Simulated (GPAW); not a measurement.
KCl (Sylvite):

```
K Cl
1.0
     0.00000    3.14647    3.14647
     3.14647    0.00000    3.14647
     3.14647    3.14647    0.00000
K Cl
1 1
Direct
  0.00000 0.00000 0.00000
  0.50000 0.50000 0.50000
```

Base run:

| Item | Value |
| --- | --- |
| Program | GPAW 26.7.0 |
| Functional | BP86 |
| Potentials or basis | PAW data sets generated in the run's folder for this functional |
| Cutoff | 600 eV |
| Basis | pw |
| k mesh | 7 × 7 × 7 |
| Occupations | fermi-dirac, width 0.05 eV |
| Spin | no spin polarisation |

Its results: band gap on the k mesh 5.17 eV, direct; pressure 0.6 GPa.

Question: The run is repeated on the same cell with these changes: functional from BP86 to PBEsol. What comes out?

Answer: Band gap on the k mesh 5.03 eV, direct; pressure -0.5 GPa.

Not every run made on this cell is shown here.
